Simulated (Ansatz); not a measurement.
**TaN: moving Ta off its site**

TaN, Fm-3m, a = 4.417 Å. This isn't the usual stable structure of the compound. Ansatz: PBE, PAW, 420 eV, Γ-centred 14×14×14 mesh on 8 atoms, Gaussian smearing 0.15 eV; no spin polarisation.

```xyz
8
Lattice="4.4173 0.0000 0.0000 0.0000 -4.4173 0.0000 0.0000 0.0000 -4.4173" Properties=species:S:1:pos:R:3 pbc="T T T"
Ta    2.2086    0.0000    0.0000
Ta    0.0000   -2.2086    0.0000
Ta    0.0000    0.0000   -2.2086
Ta    2.2086   -2.2086   -2.2086
N     0.0000    0.0000    0.0000
N     2.2086   -2.2086    0.0000
N     2.2086    0.0000   -2.2086
N     0.0000   -2.2086   -2.2086
```

Atom 1 (Ta) moves by x along the unit vector (0.707, 0.707, 0.000), with its periodic images; all else is held. y is the free energy of the cell over the start, F the force along the path summed over the moved atoms. Symmetry makes y even in x.

| x (Å) | y (meV) | F (eV/Å) |
| --- | --- | --- |
| -0.600 | ? | ? |
| -0.300 | 336.9 | 2.97 |
| 0.000 | 0.0 | 0.00 |
| 0.150 | 61.2 | -0.93 |
| 0.450 | 1018.6 | -6.33 |
| 0.525 | 1571.8 | -8.48 |

Problem. Fit y = c2 x² + c4 x⁴ to the energies of the other rows, give the force constant, and predict energy and force of the missing row.

Solution. Least squares on the rows shown. y = 2899.9 x² + 10240 x⁴. The force constant is 2 c2 = 5.80 eV/Å² (for all images moving together, not for a lone atom). The force −dy/dx at the missing row is 12.33 eV/Å (computed 10.97). With a term in x⁶ added, the coefficient of x² becomes 2459, 15 % less, which shows how far this figure hangs on the form. At x = -0.600 the fit asked for gives 2371.1 meV. The run gave 2299.2 meV, so the fit is 71.9 meV too high, 3.1 % of the span of the series, against an rms of 8.6 meV on the fitted rows. The row lies outside the fitted range. With a term in x⁶ added, a fit to the same known rows predicts 2269.7 meV, a smaller miss on the other side.

Spin–orbit coupling is left out, which can shift energies with elements as heavy as these.